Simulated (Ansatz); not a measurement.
# Bi2Te3: stress in a strained cell

Bi2Te3 is deformed so: equal xy, yz and zx engineering shear strains of +2 %. What stress and forces result, by LAPW, PAW and all-electron datasets made for the crystal?

Method: DFT PBE, scalar-relativistic, in Ansatz 0.2.0.

## Step 1: Starting point

Symmetry: R-3m, No. 166, trigonal system. Conventional cell: a = 4.386 Å, b = 4.386 Å, c = 30.497 Å, α = 90.00°, β = 90.00°, γ = 120.00°. Bi (site symmetry 3m) has 6 Te at 3.07 to 3.25 Å as nearest neighbours. Te (site symmetry -3m) is surrounded by 6 Bi at 3.25 Å. Te (site symmetry 3m) is surrounded by 3 Bi at 3.07 Å.

As a file:

```xyz
5
Lattice="2.1930 1.2661 10.1657 -2.1930 1.2661 10.1657 0.0000 -2.5323 10.1657" Properties=species:S:1:pos:R:3 pbc="T T T"
Bi    0.0000    0.0000   12.1988
Bi    0.0000    0.0000   18.2982
Te    0.0000    0.0000    0.0000
Te    0.0000    0.0000    6.3891
Te    0.0000    0.0000   24.1079
```

Atoms are numbered in the order of the input: Bi1, Bi2, Te3, Te4, Te5.

## Step 2: After the deformation

Space group R-3m before, P-1 after.

## Step 3: Full-potential LAPW

The input, input.yaml:

```yaml
crystal:
  lattice:
    - [2.307318553, 1.3897161683, 10.2002613002]
    - [-2.0786825638, 1.3458561571, 10.156401289]
    - [0.0763341108, -2.4306022254, 10.1403474108]
  atoms:
    - { symbol: Bi, position: [0.4, 0.4, 0.4] }
    - { symbol: Bi, position: [0.6, 0.6, 0.6] }
    - { symbol: Te, position: [0.0, 0.0, 0.0] }
    - { symbol: Te, position: [0.2095, 0.2095, 0.2095] }
    - { symbol: Te, position: [0.7905, 0.7905, 0.7905] }
kpoints:
  mp_grid: { grid: [7, 7, 7] }
  band_path:
    path:
      - [0.0, 0.0, 0.0]
      - [-0.5, -0.5, -0.5]
      - [0.5, 0.0, 0.0]
      - [0.0, 0.0, 0.0]
      - [0.0, 0.0, 0.5]
      - [0.0, -0.5, 0.0]
      - [0.0, 0.0, 0.0]
      - [0.5, 0.0, 0.5]
      - [-0.5, -0.5, 0.0]
    npoints: 5
scf:
  occupations: { method: fermi_dirac, width: 0.08 }
hamiltonian:
  xc: pbe
  pseudopotentials: { kind: all_electron, lapw: { basis_error: 0.001 } }
output:
  forces: true
  stress: true
  eigenvalues: true
```

Started as:

```sh
$ ansatz run input.yaml --threads 2 --pin off --max-ram 6144MiB --backend cpu --events-out ev --progress --plain --runs-dir out
```

## Step 4: Frozen-core PAW

The input, input.yaml:

```yaml
crystal:
  lattice:
    - [2.307318553, 1.3897161683, 10.2002613002]
    - [-2.0786825638, 1.3458561571, 10.156401289]
    - [0.0763341108, -2.4306022254, 10.1403474108]
  atoms:
    - { symbol: Bi, position: [0.4, 0.4, 0.4] }
    - { symbol: Bi, position: [0.6, 0.6, 0.6] }
    - { symbol: Te, position: [0.0, 0.0, 0.0] }
    - { symbol: Te, position: [0.2095, 0.2095, 0.2095] }
    - { symbol: Te, position: [0.7905, 0.7905, 0.7905] }
kpoints:
  mp_grid: { grid: [7, 7, 7] }
scf:
  occupations: { method: fermi_dirac, width: 0.08 }
hamiltonian:
  xc: pbe
  pseudopotentials: { kind: paw }
output:
  forces: true
  stress: true
  eigenvalues: true
  efg: { contact_densities: true }
```

## Step 5: Datasets made for this crystal

input.yaml, as its differences from that of step 4:

```diff
@@ -17,3 +17,3 @@
   xc: pbe
-  pseudopotentials: { kind: paw }
+  pseudopotentials: { kind: all_electron, datasets: crystal }
 output:
```

(Steps that only read results are left out.)

Q: Predict the outcome of this session. Wanted: pressure; largest shear or deviatoric stress.

**Answer**, as computed:

| quantity | value |
| --- | --- |
| pressure | LAPW 1.96, PAW 1.94, crystal datasets 1.96 GPa |
| largest shear or deviatoric stress (LAPW) | 1.09 GPa |

In words: The largest part of the stress beyond the pressure is 1.09 GPa in size, in the yz component; the atoms are carried along and not relaxed. No run of the undeformed cell stands beside it, so the pressure holds what the given cell had before the change. PAW: stress within 0.02 GPa of LAPW, forces within 1 meV/Å. Crystal datasets: stress within 0.01 GPa of LAPW, forces within 1 meV/Å. Spin-orbit coupling is left out, though the cell holds Bi; in elements this heavy it can shift bands and gaps by tenths of an eV.
